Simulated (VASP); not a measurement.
# CdTe (F-43m) in VASP: further runs, part 2 of 2

VASP 6.6.1. The steps go on from the part before.

## 3. Single point, PBEsol

This run uses another cell than the first one, of 34.17 Å³/atom.

INCAR reads:

```
  PREC = Accurate
  ENCUT = 500
  EDIFF = 1E-6
  ISMEAR = 0
  SIGMA = 0.01
  LREAL = False
  LASPH = True
  NELM = 120
  ALGO = Normal
  ISIF = 2
  LWAVE = False
  LCHARG = True
  GGA = PS
  LELF = True
  LVHAR = True
  NBANDS = 16
  GGA_COMPAT = False
```

KPOINTS reads:

```
Automatic mesh
0
Gamma
  6 6 6
```

POSCAR reads:

```
CdTe
1.0
    0.0000000000      3.2448958098      3.2448958098
    3.2448958098      0.0000000000      3.2448958098
    3.2448958098      3.2448958098      0.0000000000
Cd Te
1 1
Direct
    0.0000000000      0.0000000000      0.0000000000
    0.2500000000      0.2500000000      0.2500000000
```

Potentials or basis: VASP PAW PBE potentials, release 64 (Cd, Te).

Launch:

```console
$ cat potpaw_PBE.64/Cd/POTCAR potpaw_PBE.64/Te/POTCAR > POTCAR
$ mpirun -np 1 vasp_std > vasp.out
```

It took 20 s on 1 thread of Intel Xeon Platinum 8259CL at 2.50GHz (Skylake/Cascade Lake), shared host; peak memory 0.21 GiB.

It converged, with:

```yaml
Free_energy: -5.4836 eV
Pressure: 0.2 GPa
Band_gap_on_the_k_mesh: 0.65 eV
```

Levels at points of the mesh, in eV from the valence-band top:
| k point | band 6 | band 7 | band 8 | band 9 | band 10 | band 11 | band 12 | band 13 |
| --- | --- | --- | --- | --- | --- | --- | --- | --- |
| (0.00, 0.00, 0.00) | -7.98 | 0.00 | 0.00 | 0.00 | 0.65 | 4.55 | 4.55 | 4.55 |
| (0.50, 0.00, 0.00) | -7.64 | -4.45 | -0.78 | -0.78 | 1.73 | 5.13 | 5.13 | 6.93 |
| (0.50, 0.50, 0.00) | -7.51 | -4.33 | -1.87 | -1.87 | 2.50 | 2.60 | 8.70 | 9.05 |

Caveat: the PAW data sets were made with another functional, which shifts forces and pressure a little; spin-orbit coupling is left out, which moves the levels of the heavy elements.

## 4. Single point, PBEsol

This run uses another cell than the first one, of 34.68 Å³/atom.

INCAR reads:

```
ALGO     = Normal         # electronic algorithm
EDIFF    = 1E-6           # SCF threshold, eV
ENCUT    = 500            # plane-wave cutoff, eV
GGA      = PS             # functional
GGA_COMPAT= F            
ISIF     = 2              # what is computed and relaxed
ISMEAR   = 0              # smearing method
LASPH    = T              # aspherical terms in the spheres
LCHARG   = F              # write CHGCAR
LREAL    = F              # projectors in reciprocal space
LWAVE    = F              # write WAVECAR
NBANDS   = 16             # bands
NELM     = 120            # most SCF steps
PREC     = Accurate       # precision mode
SIGMA    = 0.01           # smearing width, eV
```

KPOINTS reads:

```
k-points
0
Gamma
  6 6 6
```

POSCAR reads:

```
CdTe
1.0
    0.0000000000      3.2610398358      3.2610398358
    3.2610398358      0.0000000000      3.2610398358
    3.2610398358      3.2610398358      0.0000000000
Cd Te
1 1
Direct
    0.0000000000      0.0000000000      0.0000000000
    0.2500000000      0.2500000000      0.2500000000
```

Potentials or basis: VASP PAW PBE potentials, release 64 (Cd, Te).

Launch:

```console
$ cat potpaw_PBE.64/Cd/POTCAR potpaw_PBE.64/Te/POTCAR > POTCAR
$ mpirun -np 1 vasp_std > vasp.out
```

OUTCAR:

```text
EDIFF = 1E-6
   ENCUT = 500
   GGA = PS
   ISIF = 2
   ISMEAR = 0
   LASPH = T
   LREAL = F
   NELM = 120
   PREC = Accurate

 ion  position               nearest neighbor table
   1  0.000  0.000  0.000-   2 2.82   2 2.82   2 2.82   2 2.82
   2  0.250  0.250  0.250-   1 2.82   1 2.82   1 2.82   1 2.82

  LATTYP: Found a face centered cubic cell.
 ALAT       =     6.5220796716

  Lattice vectors:

 A1 = (   0.0000000000,   3.2610398358,   3.2610398358)
 A2 = (   3.2610398358,   0.0000000000,   3.2610398358)
 A3 = (   3.2610398358,   3.2610398358,   0.0000000000)

Analysis of symmetry for initial positions (statically):
=====================================================================
 Subroutine PRICEL returns:
 Original cell was already a primitive cell.

 Routine SETGRP: Setting up the symmetry group for a
 face centered cubic supercell.

 Subroutine GETGRP returns: Found 24 space group operations
 (whereof 24 operations were pure point group operations)
 out of a pool of 48 trial point group operations.

The static configuration has the point symmetry T_d .

Analysis of symmetry for dynamics (positions and initial velocities):
[... 151 lines left out ...]
 E-fermi :   2.1066     XC(G=0):  -8.6958

 val. band max:        2.0444813594   @ k =   0.0000   0.0000   0.0000
 cond. band min:       2.6489279215   @ k =   0.0000   0.0000   0.0000
 fundamental gap:      0.6044465621
 Fermi energy:         2.1066006130

 k-point     1 :       0.0000    0.0000    0.0000
  band No.  band energies     occupation
      1      -9.0601      2.00000
      2      -6.1506      2.00000
      3      -6.1506      2.00000
      4      -6.1506      2.00000
      5      -5.8998      2.00000
      6      -5.8998      2.00000
[... 281 lines left out ...]
      3      -6.0240      2.00000
      4      -5.9457      2.00000
      5      -5.8873      2.00000
      6      -5.3791      2.00000
[... 8 lines left out ...]
     15      13.0114      0.00000
     16      13.2528      0.00000

------------------------ aborting loop because EDIFF is reached ----------------------------------------

  FORCE on cell =-STRESS in cart. coord.  units (eV):
  Direction    XX          YY          ZZ          XY          YZ          ZX
  --------------------------------------------------------------------------------------
  -------------------------------------------------------------------------------------
  Total       -0.1880835     -0.1880835     -0.1880835      0.0000000      0.0000000     -0.0000000
  in kB       -4.3447308     -4.3447308     -4.3447308      0.0000000      0.0000000     -0.0000000
  external PRESSURE =      -4.3447308 kB  Pullay stress =       0.0000000 kB

 VOLUME and BASIS-vectors are now :
 -----------------------------------------------------------------------------
  energy-cutoff  :      500.00
  volume of cell :       69.36
      direct lattice vectors                 reciprocal lattice vectors
     0.000000000  3.261039836  3.261039836    -0.153325327  0.153325327  0.153325327
     3.261039836  0.000000000  3.261039836     0.153325327 -0.153325327  0.153325327
     3.261039836  3.261039836  0.000000000     0.153325327  0.153325327 -0.153325327

 POSITION                                       TOTAL-FORCE (eV/Angst)
 -----------------------------------------------------------------------------------
      0.00000      0.00000      0.00000         0.000000      0.000000      0.000000
      1.63052      1.63052      1.63052        -0.000000     -0.000000     -0.000000
 -----------------------------------------------------------------------------------
    total drift:                                0.000000      0.000000      0.000000

  FREE ENERGIE OF THE ION-ELECTRON SYSTEM (eV)
  ---------------------------------------------------
  free  energy   TOTEN  =        -5.4826863837 eV

  energy  without entropy=       -5.4826863837  energy(sigma->0) =       -5.48268638
```

It took 20 s on 1 thread of Intel Xeon Platinum 8259CL at 2.50GHz (Skylake/Cascade Lake), shared host; peak memory 0.21 GiB.

What came out:

```yaml
Free_energy: -5.4827 eV
Pressure: -0.4 GPa
Band_gap_on_the_k_mesh: 0.60 eV
```

Levels at points of the mesh, in eV from the valence-band top:
```
           k point  band 7  band 8  band 9  band 10  band 11  band 12
(0.00, 0.00, 0.00)    0.00    0.00    0.00     0.60     4.56     4.56
(0.50, 0.00, 0.00)   -4.37   -0.76   -0.76     1.71     5.14     5.14
(0.50, 0.50, 0.00)   -4.26   -1.82   -1.82     2.53     2.60     8.62
```

Caveat: the PAW data sets were made with another functional, which shifts forces and pressure a little; spin-orbit coupling is left out, which moves the levels of the heavy elements.

## 5. The runs side by side

```csv
cell,gap on the mesh (eV),pressure (GPa)
"a = 4.566 Å, angles 60.0°, 2 atoms",0.69,0.8
"a = 4.589 Å, angles 60.0°, 2 atoms",0.65,0.2
"a = 4.612 Å, angles 60.0°, 2 atoms",0.60,-0.4
```

Alike in all rows: task single point; level PBEsol; potentials or basis VASP PAW PBE potentials, release 64 (Cd, Te); no spin polarisation; k mesh 6 × 6 × 6; cutoff (eV) 500; smearing gaussian 0.01 eV.

Caveats: the PAW data sets were made with another functional, which shifts forces and pressure a little; spin-orbit coupling is left out, which moves the levels of the heavy elements.

Total energies depend on the potentials used, so only differences within one code and one set of settings carry meaning.

## 6. Comparison with measurements

Step 2. Measured gap of CdTe: 1.607 eV (0 K; a printed reference work, data compilation). This calculation gives 0.69 eV (-0.91 eV). Spin-orbit coupling on Cd, Te is left out. The value is that of PBEsol, without temperature or zero-point motion. Semilocal functionals fall short of measured gaps as a rule.

Step 3. A measured gap of CdTe is 1.607 eV (0 K; a printed reference work, data compilation); the calculated 0.65 eV misses it by -0.96 eV. Spin-orbit coupling on Cd, Te is left out. The value is that of PBEsol, without temperature or zero-point motion. Semilocal functionals fall short of measured gaps as a rule.

Step 4. Against the measured gap of CdTe, 1.607 eV (0 K; a printed reference work, data compilation), the calculated 0.60 eV is off by -1.00 eV. So large a miss can be the level of theory's own, or it may mean another phase, state or a wrong row. Spin-orbit coupling on Cd, Te is left out. The value is that of PBEsol, without temperature or zero-point motion. Semilocal functionals fall short of measured gaps as a rule.
